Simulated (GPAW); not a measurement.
Crystal: KMgF3.

```
K Mg F
1.0
     3.98590    0.00000    0.00000
     0.00000    3.98590    0.00000
     0.00000    0.00000    3.98590
K Mg F
1 1 3
Direct
  0.50000 0.50000 0.50000
  0.00000 0.00000 0.00000
  0.00000 0.00000 0.50000
  0.00000 0.50000 0.00000
  0.50000 0.00000 0.00000
```

Base run:

* Program: GPAW 26.7.0
* Functional: r2SCAN
* Potentials or basis: GPAW PAW data sets (gpaw-data 1.2.1)
* Cutoff: 800 eV
* Basis: pw
* k mesh: 7 × 7 × 7
* Occupations: fermi-dirac, width 0.05 eV
* Spin: no spin polarisation

Its results: band gap on the k mesh 8.31 eV, indirect (least direct gap 8.59 eV); pressure -1.8 GPa.

Problem. The run is repeated on the same cell with these changes: functional from r2SCAN to LDA; potentials or basis from GPAW PAW data sets (gpaw-data 1.2.1) to the program's PAW data sets (release 1.2.1) made for this functional. What comes out?

Solution. Band gap on the k mesh 7.00 eV, indirect (least direct gap 7.29 eV); pressure -5.8 GPa.

Caveats: the PAW data sets were made with another functional, which shifts forces and pressure a little (some runs).

A k mesh can miss the band edges.
